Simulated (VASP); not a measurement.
VO2: relaxation of cell and atoms with PBE

The system is VO2.

```xyz
6
Lattice="4.5880 0.0000 0.0000 0.0000 4.5880 0.0000 0.0000 0.0000 2.8417" Properties=species:S:1:pos:R:3 pbc="T T T"
V     0.0000    0.0000    0.0000
V     2.2940    2.2940    1.4208
O     1.3760    1.3760    0.0000
O     0.9180    3.6700    1.4208
O     3.2120    3.2120    0.0000
O     3.6700    0.9180    1.4208
```

- Program: VASP 6.6.1
- Task: relaxation of cell and atoms
- Functional: PBE
- Potentials or basis: VASP PAW PBE potentials, release 64 (V_sv, O)
- Cutoff: 600 eV
- k mesh: 8 × 8 × 14
- Occupations: methfessel-paxton, width 0.1 eV
- Spin: collinear spin, ferromagnetic start
- Starting moments: [1.0, 1.0, 0.0, 0.0, 0.0, 0.0] μB
- Further INCAR settings: ALGO = Normal; EDIFF = 1e-07; AMIX = 0.2; BMIX = 0.0001; IBRION = 2; EDIFFG = -0.005; NSW = 90; ISIF = 3

The relaxed volume is 9.96 Å³/atom, the relaxed cell is a = 4.587 Å, b = 4.587 Å, c = 2.842 Å, α = 90.00°, β = 90.00°, γ = 90.00° and the space group after relaxing (to 0.05 Å) is P4_2/mnm (No. 136). The energy gained by relaxing is 0.0 meV/atom, the ionic steps are 5 and the pressure after relaxing is 0.0 GPa. The band gap on the k mesh is none (metal or under the smearing width). The net moment is 2.00 μB per cell, the site moments are V +1.05; O -0.05 μB and the valence electrons inside the program's atomic spheres are V 11.51; O 5.04.

Final structure:
```
V O
1.0
     4.58653    0.00000    0.00000
     0.00000    4.58653    0.00000
     0.00000    0.00000    2.84150
V O
2 4
Direct
  0.00000 0.00000 0.00000
  0.50000 0.50000 0.50000
  0.29983 0.29983 0.00000
  0.20017 0.79983 0.50000
  0.70017 0.70017 0.00000
  0.79983 0.20017 0.50000
```

Levels at points of the mesh, in eV from the Fermi level:
Spin up:
```csv
k point,band 23,band 24,band 25,band 26,band 27,band 28,band 29,band 30
"(0.00, 0.00, 0.00)",-1.90,-1.49,-1.02,-0.79,-0.34,-0.34,-0.23,1.77
"(0.50, 0.00, 0.00)",-2.16,-2.16,-0.33,-0.33,0.27,0.27,0.97,0.97
"(0.50, 0.50, 0.00)",-2.67,-2.67,-0.99,-0.99,-0.32,-0.32,1.36,1.36
"(0.00, 0.00, 0.50)",-3.09,-3.09,0.39,0.39,0.55,0.55,1.01,1.01
"(0.50, 0.00, 0.50)",-2.46,-2.46,-0.84,-0.84,0.54,0.54,1.28,1.28
"(0.50, 0.50, 0.50)",-2.21,-2.21,0.08,0.08,0.43,0.43,0.55,0.55
```
Spin down:
```
           k point  band 21  band 22  band 23  band 24  band 25  band 26  band 27  band 28
(0.00, 0.00, 0.00)    -2.11    -1.99    -1.99    -1.49     0.19     0.23     0.82     0.94
(0.50, 0.00, 0.00)    -3.05    -3.05    -2.24    -2.24     0.78     0.78     1.48     1.48
(0.50, 0.50, 0.00)    -2.79    -2.79    -2.74    -2.74     0.14     0.14     0.96     0.96
(0.00, 0.00, 0.50)    -3.84    -3.84    -3.06    -3.06     1.37     1.37     1.75     1.75
(0.50, 0.00, 0.50)    -3.57    -3.57    -2.57    -2.57     0.33     0.33     1.73     1.73
(0.50, 0.50, 0.50)    -2.83    -2.83    -2.23    -2.23     1.05     1.05     1.47     1.47
```

It took 9 min on 2 MPI ranks on Intel(R) Xeon(R) Platinum 8488C (Sapphire Rapids), on a shared host, peak memory 0.49 GiB a rank.

Caveat: semilocal functionals often make such compounds metallic where correlation or magnetic order opens a gap, which also shifts bond lengths. With open d or f shells a metallic result of PBE can be an artefact of self-interaction; +U or a hybrid may open a gap.
